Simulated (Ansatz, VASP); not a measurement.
GaN: VASP beside Ansatz

```
Ga N
1.0
     3.11795    0.00000    0.00000
    -1.55897    2.70022    0.00000
     0.00000    0.00000    5.08415
Ga N
2 2
Cartesian
  0.0000 1.8001 -0.0032
  1.5590 0.9001 2.5389
  0.0000 1.8001 1.9098
  1.5590 0.9001 4.4518
```

Alike in both runs: functional LDA; k mesh 12 × 12 × 6; no spin polarisation.

Ansatz relaxed the structure, and its values are those at the end. VASP's run is a single point on that final structure, the one shown.

|  | VASP | Ansatz |
| --- | --- | --- |
| version | VASP 6.6.1 | Ansatz 0.2.0 |
| potentials or method | VASP PAW LDA potentials, release 64 (Ga_d, N) | scalar-relativistic, plane waves, PAW |
| plane-wave cutoff (eV) | 520 | 420 |
| occupations | gaussian, width 0.01 eV | fixed |
| valence electrons in the cell | 36 | 36 |

|  | VASP | Ansatz | Ansatz less VASP |
| --- | --- | --- | --- |
| gap on the k mesh at the Fermi level (eV) | 2.36 | 2.35 | -0.016 |
| least direct gap on the mesh (eV) | 2.36 | 2.35 | -0.016 |
| pressure (GPa) | 8.3 | 7.0 | -1.29 |

As with any semilocal functional, this LDA gap is likely too small.
